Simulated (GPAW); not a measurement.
A run of GPAW 26.7.0 is set up as follows.

File run.py:

```python
from ase import Atoms
from ase.eos import EquationOfState
from ase.io import Trajectory
from ase.units import GPa
from gpaw import GPAW, PW

atoms = Atoms(['Ta', 'N'],
              cell=[[0.0, 2.211323, 2.211323],
                    [2.211323, 0.0, 2.211323],
                    [2.211323, 2.211323, 0.0]],
              scaled_positions=[[0.5, 0.5, 0.5],
                                [0.0, 0.0, 0.0]],
              pbc=True)

traj = Trajectory('eos.traj', 'w')
volumes, energies = [], []
for x in [0.94, 0.96, 0.98, 1.0, 1.02, 1.04, 1.06]:
    a = atoms.copy()
    a.set_cell(atoms.cell * x**(1 / 3), scale_atoms=True)
    calc = GPAW(mode=PW(800),
                xc='MGGA_X_R2SCAN+MGGA_C_R2SCAN',
                kpts={'size': (10, 10, 10), 'gamma': True},
                occupations={'name': 'fermi-dirac', 'width': 0.05},
                nbands=19,
                convergence={'density': 1e-05, 'energy': 1e-05},
                maxiter=150,
                txt=f'eos-{x:.2f}.txt')
    a.calc = calc
    energies.append(a.get_potential_energy(force_consistent=True))
    volumes.append(a.get_volume())
    p = -a.get_stress()[:3].mean() / GPa
    calc.write(f'eos-{x:.2f}.gpw')
    traj.write(a)
    print(f'{x:.2f} {volumes[-1]:10.4f} A^3 {energies[-1]:14.6f} eV {p:9.3f} GPa', flush=True)

v0, e0, B = EquationOfState(volumes, energies, eos='birchmurnaghan').fit()
print(f'V0 = {v0:.4f} A^3, E0 = {e0:.6f} eV, B0 = {B / GPa:.2f} GPa')
```

Potentials or basis: GPAW PAW data sets (gpaw-data 1.2.1), pw.

Launch:

```bash
$ OMP_NUM_THREADS=1 python run.py
```

Estimate the bulk modulus.

343 GPa (rough).

What does it give for the equilibrium volume?

10.65 Å³/atom (rough: see the caveat).

Energy against volume, from the lowest point:
| volume (Å³/atom) | energy (meV/atom) |
| --- | --- |
| 10.164 | 25.63 |
| 10.381 | 7.37 |
| 10.597 | 0.00 |
| 10.813 | 2.25 |
| 11.030 | 13.10 |
| 11.246 | 31.86 |
| 11.462 | 57.56 |

Caveat: the points scatter about the fit; the PAW data sets were made with another functional, which shifts forces and pressure a little. Spin-orbit coupling is left out, which matters for the levels of Ta.
